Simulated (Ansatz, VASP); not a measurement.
MoP in VASP and in Ansatz

```
Mo P
1.0
     3.22300    0.00000    0.00000
    -1.61150    2.79120    0.00000
     0.00000    0.00000    3.19100
Mo P
1 1
Direct
  0.00000 0.00000 0.00000
  0.33333 0.66667 0.50000
```

Alike in both runs: task single point; functional PBE; k mesh 10 × 10 × 8; occupations fermi-dirac, width 0.05 eV; no spin polarisation.

|  | VASP | Ansatz |
| --- | --- | --- |
| version | VASP 6.6.1 | Ansatz 0.2.0 |
| potentials or method | VASP PAW PBE potentials, release 64 (Mo_sv, P) | Ansatz PAW |
| plane-wave cutoff (eV) | 520 | 420 |
| valence electrons in the cell | 19 | 19 |

|  | VASP | Ansatz | Ansatz less VASP |
| --- | --- | --- | --- |
| gap on the k mesh at the Fermi level (eV) | none | none | - |
| pressure (GPa) | 2.7 | 2.6 | -0.11 |
| largest component of the traceless stress (GPa) | 0.43 | 0.43 | -0.003 |

A gap of «none» marks a metal or a gap that the smearing closes.
